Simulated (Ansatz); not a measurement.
The system is ZnS (Wurtzite-2H).

```
CELL_PARAMETERS angstrom
3.81100 0.00000 0.00000
-1.90550 3.30042 0.00000
0.00000 0.00000 6.23400
ATOMIC_POSITIONS crystal
Zn 0.66667 0.33333 0.50000
Zn 0.33333 0.66667 0.00000
S 0.66667 0.33333 0.88500
S 0.33333 0.66667 0.38500
```

```yaml
Program: Ansatz 0.2.0
Task: relaxation of cell and atoms
Functional: PBEsol
Dispersion: D3(BJ)
Potentials_or_basis: Ansatz PAW
Cutoff: "420 eV (not typed: the program's choice for these potentials)"
k_mesh: 8 × 8 × 5
Occupations: fermi-dirac, width 0.05 eV
Spin: no spin polarisation
```

At the start: volume 19.60 Å³/atom.

Where does the relaxation end?

It ends after 6 steps and the volume is 18.70 Å³/atom (-4.6 %); space group P6_3mc (No. 186, to 0.05 Å).

The path:
```
step  energy change (eV)  largest force (eV/Å)  volume (Å³)
   1              0.0000                0.3051        78.41
   2             -0.0462                0.2323        76.24
   3             -0.0635                0.0049        74.40
   4             -0.0640                0.0009        74.79
   5             -0.0640                0.0001        74.78
   6             -0.0626                0.0001        74.78
```

Final structure:
```
Zn S
1.0
     3.74601    0.00000    0.00000
    -1.87300    3.24414    0.00000
     0.00000    0.00000    6.15361
Zn S
2 2
Direct
  0.66667 0.33333 0.50556
  0.33333 0.66667 0.00556
  0.66667 0.33333 0.87944
  0.33333 0.66667 0.37944
```

Caveat: the plane-wave basis is chosen anew once the cell has moved, so the energies of steps on either side of that aren't comparable; the PAW data sets come from PBE, with cores solved anew for the run's functional, which leaves a small shift of forces and pressure.
